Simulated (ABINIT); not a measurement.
TiO2:

```xyz
6
Lattice="4.5998 0.0000 0.0000 0.0000 4.5998 0.0000 0.0000 0.0000 2.9592" Properties=species:S:1:pos:R:3 pbc="T T T"
Ti    0.0000    0.0000    1.4796
Ti    2.2999    2.2999    0.0000
O     1.3998    1.3998    1.4796
O     0.9001    3.6997    0.0000
O     3.6997    0.9001    0.0000
O     3.2000    3.2000    1.4796
```

The cell is a database's computed one.

Base run:

- Program: ABINIT 10.8.3 (patched build)
- Functional: LDA
- Potentials or basis: JTH PAW LDA v2.0
- Cutoff: 517 eV
- k mesh: 4 × 4 × 7
- Occupations: fermi-dirac, width 0.05 eV
- Spin: no spin polarisation

Its results: band gap on the k mesh 1.77 eV, direct; largest force 0.124 eV/Å.

Question: The run is repeated on the same cell with these changes: functional from LDA to PBE; potentials or basis from JTH PAW LDA v2.0 to PseudoDojo NC SR PBE v0.4.1 standard; cutoff from 517 eV to 952 eV. What comes out?

Answer: Band gap on the k mesh 1.88 eV, direct; largest force 0.021 eV/Å.

Caveats: an odd mesh through Γ misses points on the zone boundary, where band edges often lie; the atomic spheres overlap (some runs).
